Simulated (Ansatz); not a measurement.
Te2Pt (Moncheite):

```
Pt Te
1.0
     4.01000    0.00000    0.00000
    -2.00500    3.47276    0.00000
     0.00000    0.00000    5.20100
Pt Te
1 2
Direct
  0.00000 0.00000 0.00000
  0.66667 0.33333 0.75000
  0.33333 0.66667 0.25000
```

Base run:

- Program: Ansatz 0.2.0
- Functional: PBEsol
- Potentials or basis: all-electron PAW datasets made for the crystal
- Cutoff: 240 eV (chosen from the basis error)
- k mesh: 8 × 8 × 5
- Occupations: fermi-dirac, width 0.05 eV
- Spin: no spin polarisation

Its results: pressure 4.1 GPa; largest force 0.740 eV/Å.

**Question.** The run is repeated on the same cell with these changes: potentials or basis from all-electron PAW datasets made for the crystal to all-electron LAPW, non-relativistic; cutoff from 240 eV (chosen from the basis error) to 271 eV (chosen from the basis error). What comes out?

**Answer.** Pressure 12.7 GPa; largest force 1.847 eV/Å.

Caveats: relativity is left out, which matters for the heavier elements (some runs); forces of over 1 eV/Å show positions far from the minimum, so gaps and moduli don't describe the material at rest (some runs).

The runs don't all hold the same shells in valence.
